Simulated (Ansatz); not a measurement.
**TePb under changes of volume**

One of the cells (33.730 Å³/atom); the others are scaled copies at fixed shape and fractional positions:

```
Pb Te
1.0
     0.00000    3.23100    3.23100
     3.23100    0.00000    3.23100
     3.23100    3.23100    0.00000
Pb Te
1 1
Direct
  0.00000 0.00000 0.00000
  0.50000 0.50000 0.50000
```

```yaml
Program: Ansatz 0.2.0
Functional: PBEsol
Dispersion: D3(BJ)
Potentials_or_basis: Ansatz PAW
Cutoff: "420 eV (not typed: the program's choice for these potentials)"
k_mesh: 7 × 7 × 7
Occupations: fermi-dirac, width 0.05 eV
Spin: no spin polarisation
```

```tsv
volume (Å³/atom)	energy over the lowest point (meV/atom)	pressure (GPa)
31.706	0.00	0.5
32.380	0.33	-0.6
33.055	4.81	-1.5
33.730	12.96	-2.3
34.404	24.34	-3.1
35.079	38.46	-3.6
35.753	?	?
```

Q: What does the run at 35.753 Å³/atom give?

A: Energy over the lowest point 54.56 meV/atom; pressure -4.0 GPa.

Worked out: A Birch-Murnaghan fit of order 3 (a polynomial in V^(-2/3)) to the other rows has its minimum at 31.99 Å³/atom with B0 = V·E''(V) = 51 GPa and B' = 5.3. It gives 55.02 meV/atom at 35.753 Å³/atom, against the run's 54.56, and -dE/dV = -4.2 GPa, against -4.0.

Energies are extrapolated to zero smearing.

Caveats: the PAW data sets come from PBE, with cores solved anew for the run's functional, which leaves a small shift of forces and pressure.
